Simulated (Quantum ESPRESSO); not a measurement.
# 2H-MoTe2, 1 layer: a series in biaxial strain, part 4 of 7

Wanted: a table for 2H-MoTe2, 1 layer against biaxial strain, and what can be fitted to it.

Quantum ESPRESSO 7.5; plane-wave DFT, PBE, GBRV ultrasoft pseudopotentials.

So far. Step 3 (Relaxing the ions, -4 %): The relaxation lowers the energy by 15 meV an atom. Step 6 (Bands along a path, -4 %): Along this path the valence top lies at M and the conduction bottom between K and Γ. The valence levels at M and K lie only 0.00 eV apart, so strain, functional or spin-orbit coupling can change their order; in real monolayers of this family spin-orbit coupling lifts K.

## Step 7: SCF with pw.x, -4 %

Level of this step: plane-wave DFT, PBE, PseudoDojo fully relativistic norm-conserving pseudopotentials (Quantum ESPRESSO 7.5).

The input, m0.soc.in:

```
&control
  prefix = 'm0.soc'
  outdir = './out'
  pseudo_dir = './pseudo'
  calculation = 'scf'
  tprnfor = .true.
/
&system
  ibrav = 0
  nat = 3
  ntyp = 2
  ecutwfc = 72
  ecutrho = 288
  occupations = 'smearing'
  smearing = 'fd'
  degauss = 0.002
  noncolin = .true.
  lspinorb = .true.
  nbnd = 52
/
&electrons
  conv_thr = 1e-07
  mixing_beta = 0.4
  electron_maxstep = 120
  mixing_mode = 'plain'
/
ATOMIC_SPECIES
  Te  127.6000  Te.dojo-fr-pbe-0.4-standard.upf
  Mo  95.9500  Mo.dojo-fr-pbe-0.4-standard.upf
CELL_PARAMETERS angstrom
  3.42375696288000 0.00000000000000 0.00000000000000
  -1.71187848096000 2.96506050624000 0.00000000000000
  0.00000000000000 0.00000000000000 18.77410263100000
ATOMIC_POSITIONS crystal
  Te  0.333333333300 0.666666666700 0.400442583000
  Mo  0.000000000000 0.000000000000 0.500000000000
  Te  0.333333333300 0.666666666700 0.599557417000
K_POINTS automatic
  6 6 1 0 0 0
```

Command:

```
> OMP_NUM_THREADS=1 mpirun -n 4 pw.x -nk 2 -in m0.soc.in > m0.soc.out
```

Output:

```text
[banner, memory and clock lines left out]
Program PWSCF v.7.5 starts
[citation notice left out]

[...]
Message from routine setup:
[...]
bravais-lattice index     =            0
     lattice parameter (alat)  =       6.4700  a.u.
     unit-cell volume          =    1286.1519 (a.u.)^3
     number of atoms/cell      =            3
     number of atomic types    =            2
     number of electrons       =        46.00
     number of Kohn-Sham states=           52
     kinetic-energy cutoff     =      72.0000  Ry
     charge density cutoff     =     288.0000  Ry
     scf convergence threshold =      1.0E-07
     mixing beta               =       0.4000
     number of iterations used =            8  plain     mixing
     Exchange-correlation= PBE
                           (   1   4   3   4   0   0   0)
     Non magnetic calculation with spin-orbit

[...]
PseudoPot. # 1 for Te read from file:
     ./pseudo/Te.dojo-fr-pbe-0.4-standard.upf
     Pseudo is Norm-conserving + core correction, Zval = 16.0
     Generated using ONCVPSP code by D. R. Hamann
     Using radial grid of 1324 points, 10 beta functions with:
                l(1) =   0
                l(2) =   0
                l(3) =   1
                l(4) =   1
                l(5) =   1
                l(6) =   1
                l(7) =   2
                l(8) =   2
                l(9) =   2
               l(10) =   2

     PseudoPot. # 2 for Mo read from file:
     ./pseudo/Mo.dojo-fr-pbe-0.4-standard.upf
     Pseudo is Norm-conserving + core correction, Zval = 14.0
     Generated using ONCVPSP code by D. R. Hamann
     Using radial grid of 1640 points, 10 beta functions with:
                l(1) =   0
                l(2) =   0
                l(3) =   1
                l(4) =   1
                l(5) =   1
                l(6) =   1
                l(7) =   2
                l(8) =   2
                l(9) =   2
               l(10) =   2

     atomic species   valence    mass     pseudopotential
     Te               16.00   127.60000     Te( 1.00)
     Mo               14.00    95.95000     Mo( 1.00)

     12 Sym. Ops. (no inversion) found

[...]
number of k points=     7  Fermi-Dirac smearing, width (Ry)=  0.0020
[...]
Dense  grid:   106301 G-vectors     FFT dimensions: (  36,  36, 192)

     Initial potential from superposition of free atoms

     starting charge      45.9981, renormalised to      46.0000

     negative rho (up, down):  6.163E-05 0.000E+00
     Starting wfcs are   56 randomized atomic wfcs

     per-process dynamical memory:   115.0 Mb

     Self-consistent Calculation

     iteration #  1     ecut=    72.00 Ry     beta= 0.40
     Davidson diagonalization with overlap
     ethr =  1.00E-02,  avg # of iterations =  2.0

     Threshold (ethr) on eigenvalues was too large:
     Diagonalizing with lowered threshold

     Davidson diagonalization with overlap
     ethr =  2.52E-04,  avg # of iterations =  3.4

     negative rho (up, down):  3.327E-05 0.000E+00

     total energy              =    -559.81013364 Ry
     estimated scf accuracy    <       0.15295379 Ry

     iteration #  2     ecut=    72.00 Ry     beta= 0.40
[...]
negative rho (up, down):  2.226E-05 0.000E+00

[...]
total energy              =    -559.81514804 Ry
     estimated scf accuracy    <       0.06725838 Ry

     iteration #  3     ecut=    72.00 Ry     beta= 0.40
[...]
negative rho (up, down):  1.266E-05 0.000E+00

[...]
total energy              =    -559.82465462 Ry
     estimated scf accuracy    <       0.09424172 Ry

     iteration #  4     ecut=    72.00 Ry     beta= 0.40
[...]
negative rho (up, down):  1.705E-06 0.000E+00

[...]
total energy              =    -559.83332383 Ry
     estimated scf accuracy    <       0.00175305 Ry

     iteration #  5     ecut=    72.00 Ry     beta= 0.40
[...]
negative rho (up, down):  7.883E-07 0.000E+00

[...]
total energy              =    -559.83359277 Ry
     estimated scf accuracy    <       0.00228524 Ry

     iteration #  6     ecut=    72.00 Ry     beta= 0.40
[...]
negative rho (up, down):  2.937E-08 0.000E+00

[...]
total energy              =    -559.83393141 Ry
     estimated scf accuracy    <       0.00012108 Ry

     iteration #  7     ecut=    72.00 Ry     beta= 0.40
[...]
total energy              =    -559.83393935 Ry
     estimated scf accuracy    <       0.00003187 Ry

     iteration #  8     ecut=    72.00 Ry     beta= 0.40
[...]
total energy              =    -559.83394161 Ry
     estimated scf accuracy    <       0.00000138 Ry

     iteration #  9     ecut=    72.00 Ry     beta= 0.40
[...]
total energy              =    -559.83394201 Ry
     estimated scf accuracy    <       0.00000331 Ry

     iteration # 10     ecut=    72.00 Ry     beta= 0.40
[...]
End of self-consistent calculation

          k = 0.0000 0.0000 0.0000 ( 13301 PWs)   bands (ev):

   -58.4830 -58.4830 -35.3260 -35.3260 -35.3230 -35.3230 -35.2739 -35.2739
   -35.2670 -35.2670 -34.2958 -34.2958 -33.8734 -33.8734 -33.8572 -33.8572
   -33.8287 -33.8287 -33.8187 -33.8187 -33.8022 -33.8022 -33.7915 -33.7915
   -31.8495 -31.8495 -31.6847 -31.6847 -10.8140 -10.8140  -9.9800  -9.9800
    -3.1104  -3.1104  -0.2058  -0.2058   0.7347   0.7347   0.7496   0.7496
     1.1383   1.1383   1.4926   1.4926   1.6171   1.6171   5.1939   5.1939
     5.4371   5.4371   5.9129   5.9133

          k = 0.0000 0.1925 0.0000 ( 13277 PWs)   bands (ev):

   -58.4796 -58.4796 -35.3234 -35.3234 -35.3217 -35.3217 -35.2724 -35.2724
   -35.2679 -35.2679 -34.3185 -34.3185 -33.8718 -33.8718 -33.8582 -33.8582
   -33.8272 -33.8272 -33.8146 -33.8146 -33.8002 -33.8002 -33.7797 -33.7797
   -31.8503 -31.8503 -31.7128 -31.7128 -10.3916 -10.3916  -9.6684  -9.6684
    -2.6642  -2.6642  -0.5665  -0.5665  -0.1112  -0.1112   0.9029   0.9029
     1.0392   1.0392   1.2871   1.2871   1.3852   1.3852   4.0522   4.0522
     4.4205   4.4205   5.0607   5.0607

[...]
the Fermi energy is     2.7192 ev

!    total energy              =    -559.83394223 Ry
     estimated scf accuracy    <       0.00000005 Ry
     smearing contrib. (-TS)   =      -0.00000000 Ry
     internal energy E=F+TS    =    -559.83394223 Ry

     The total energy is F=E-TS. E is the sum of the following terms:
     one-electron contribution =   -2294.83955079 Ry
     hartree contribution      =    1150.01667050 Ry
     xc contribution           =    -119.21117961 Ry
     ewald contribution        =     704.20011768 Ry

     convergence has been achieved in  10 iterations

     Forces acting on atoms (cartesian axes, Ry/au):

     atom    1 type  1   force =     0.00000000    0.00000000    0.00154654
     atom    2 type  2   force =    -0.00000000   -0.00000000    0.00000000
     atom    3 type  1   force =     0.00000000    0.00000000   -0.00154654

     Total force =     0.002187     Total SCF correction =     0.001651
     SCF correction compared to forces is large: reduce conv_thr to get better values

[...]
```

Wall time 63 s (4 MPI ranks of Arm Neoverse V1, shared host); peak memory 0.85 GiB; 4.2 min of CPU time.

Read from the output:

```
free energy                          : -7616.9288 eV
Fermi energy                         : 2.719 eV
valence top, on the run's zero       : 2.244 eV
conduction bottom, on the run's zero : 3.221 eV
gap by band count                    : 0.9777 eV
```

## Step 8: Bands along a path, -4 %

The input, m0.soc.bands.in:

```
&control
  prefix = 'm0.soc.bands'
  outdir = './out'
  pseudo_dir = './pseudo'
  calculation = 'bands'
/
&system
  ibrav = 0
  nat = 3
  ntyp = 2
  ecutwfc = 72
  ecutrho = 288
  occupations = 'smearing'
  smearing = 'fd'
  degauss = 0.002
  noncolin = .true.
  lspinorb = .true.
  nbnd = 52
/
&electrons
  conv_thr = 1e-07
  mixing_beta = 0.4
  electron_maxstep = 120
  mixing_mode = 'plain'
/
ATOMIC_SPECIES
  Te  127.6000  Te.dojo-fr-pbe-0.4-standard.upf
  Mo  95.9500  Mo.dojo-fr-pbe-0.4-standard.upf
CELL_PARAMETERS angstrom
  3.42375696288000 0.00000000000000 0.00000000000000
  -1.71187848096000 2.96506050624000 0.00000000000000
  0.00000000000000 0.00000000000000 18.77410263100000
ATOMIC_POSITIONS crystal
  Te  0.333333333300 0.666666666700 0.400442583000
  Mo  0.000000000000 0.000000000000 0.500000000000
  Te  0.333333333300 0.666666666700 0.599557417000
K_POINTS crystal_b
4
  0.0000000000 0.0000000000 0.0000000000 10
  0.5000000000 0.0000000000 0.0000000000 10
  0.3333333333 0.3333333333 0.0000000000 10
  0.0000000000 0.0000000000 0.0000000000 1
```

Command:

```
> cp -r out/m0.soc.save out/m0.soc.bands.save
> cp out/m0.soc.xml out/m0.soc.bands.xml
> OMP_NUM_THREADS=1 mpirun -n 4 pw.x -nk 4 -in m0.soc.bands.in > m0.soc.bands.out
```

Output:

```text
[banner, memory and clock lines left out]
Program PWSCF v.7.5 starts
[citation notice left out]

[...]
Message from routine setup:
[...]
bravais-lattice index     =            0
     lattice parameter (alat)  =       6.4700  a.u.
     unit-cell volume          =    1286.1519 (a.u.)^3
     number of atoms/cell      =            3
     number of atomic types    =            2
     number of electrons       =        46.00
     number of Kohn-Sham states=           52
     kinetic-energy cutoff     =      72.0000  Ry
     charge density cutoff     =     288.0000  Ry
     Exchange-correlation= PBE
                           (   1   4   3   4   0   0   0)
     Non magnetic calculation with spin-orbit

[...]
PseudoPot. # 1 for Te read from file:
     ./pseudo/Te.dojo-fr-pbe-0.4-standard.upf
     Pseudo is Norm-conserving + core correction, Zval = 16.0
     Generated using ONCVPSP code by D. R. Hamann
     Using radial grid of 1324 points, 10 beta functions with:
                l(1) =   0
                l(2) =   0
                l(3) =   1
                l(4) =   1
                l(5) =   1
                l(6) =   1
                l(7) =   2
                l(8) =   2
                l(9) =   2
               l(10) =   2

     PseudoPot. # 2 for Mo read from file:
     ./pseudo/Mo.dojo-fr-pbe-0.4-standard.upf
     Pseudo is Norm-conserving + core correction, Zval = 14.0
     Generated using ONCVPSP code by D. R. Hamann
     Using radial grid of 1640 points, 10 beta functions with:
                l(1) =   0
                l(2) =   0
                l(3) =   1
                l(4) =   1
                l(5) =   1
                l(6) =   1
                l(7) =   2
                l(8) =   2
                l(9) =   2
               l(10) =   2

     atomic species   valence    mass     pseudopotential
     Te               16.00   127.60000     Te( 1.00)
     Mo               14.00    95.95000     Mo( 1.00)

     12 Sym. Ops. (no inversion) found

[...]
number of k points=    31  Fermi-Dirac smearing, width (Ry)=  0.0020
[...]
Dense  grid:   106301 G-vectors     FFT dimensions: (  36,  36, 192)

     The potential is recalculated from file :
     ./out/m0.soc.bands.save/charge-density

     Starting wfcs are   56 randomized atomic wfcs

     Band Structure Calculation
     Davidson diagonalization with overlap

     ethr =  2.17E-10,  avg # of iterations = 31.6

     End of band structure calculation

          k = 0.0000 0.0000 0.0000 ( 13301 PWs)   bands (ev):

   -58.4776 -58.4776 -35.3255 -35.3255 -35.3225 -35.3225 -35.2734 -35.2734
   -35.2665 -35.2665 -34.2909 -34.2909 -33.8729 -33.8729 -33.8566 -33.8566
   -33.8282 -33.8282 -33.8183 -33.8183 -33.8017 -33.8017 -33.7909 -33.7909
   -31.8444 -31.8444 -31.6795 -31.6795 -10.8127 -10.8127  -9.9791  -9.9791
    -3.1087  -3.1087  -0.2050  -0.2050   0.7385   0.7385   0.7530   0.7530
     1.1414   1.1414   1.4958   1.4958   1.6207   1.6207   5.1955   5.1955
     5.4386   5.4386   5.9137   5.9137

          k = 0.0500 0.0289 0.0000 ( 13251 PWs)   bands (ev):

   -58.4772 -58.4772 -35.3253 -35.3253 -35.3224 -35.3224 -35.2733 -35.2733
   -35.2666 -35.2666 -34.2932 -34.2932 -33.8728 -33.8728 -33.8569 -33.8569
   -33.8277 -33.8277 -33.8178 -33.8178 -33.8015 -33.8015 -33.7898 -33.7898
   -31.8444 -31.8444 -31.6823 -31.6823 -10.7738 -10.7738  -9.9504  -9.9504
    -3.0656  -3.0656  -0.2378  -0.2378   0.6599   0.6599   0.7753   0.7753
     1.1399   1.1399   1.4764   1.4764   1.5985   1.5985   5.1146   5.1146
     5.2696   5.2696   5.8211   5.8211

[...]
```

Elapsed: 2.2 min, on 4 MPI ranks; peak memory 0.9 GiB.

Numbers from this step:

```
valence top, on the run's zero       : 2.247 eV
conduction bottom, on the run's zero : 3.192 eV
gap by band count                    : 0.9446 eV
```

Band numbers count within the set of bands kept for display. Electronic bands along the path, in eV, zero at the highest filled level of the SCF mesh; v1 is the highest filled band, c1 the lowest empty one:

```tsv
point	v4	v3	v2	v1	c1	c2	c3	c4
Γ	-0.75	-0.75	-0.62	-0.62	2.95	2.95	3.19	3.19
halfway	-1.08	-1.08	-0.77	-0.77	1.25	1.25	2.11	2.11
M	-0.96	-0.96	-0.08	-0.08	1.60	1.60	1.72	1.72
halfway	-1.94	-1.92	-0.35	-0.16	1.48	1.51	2.04	2.10
K	-2.10	-2.07	-0.20	0.00	1.28	1.30	1.43	1.53
halfway	-1.27	-0.92	-0.58	-0.47	0.98	1.06	1.79	1.86
Γ	-0.75	-0.75	-0.62	-0.62	2.95	2.95	3.19	3.19
```

Along this path the valence top lies at K and the conduction bottom between K and Γ.

(Continued in part 5 of 7.)

[Logs are printed without paths, hosts, clocks, repeated set-up lines and the standing remarks that a program may print on its own settings, such as how far it seeks lower states.]

[Hosts, paths, dates, database ids (printed as entryN), source tags and the programs' standing remarks are cut or masked in the printed files.]

[Maps of the electrostatic potential energy from Ansatz leave out the sawtooth potential of an applied field or a dipole correction, so their vacuum need not be flat; planar profiles and work functions include it.]
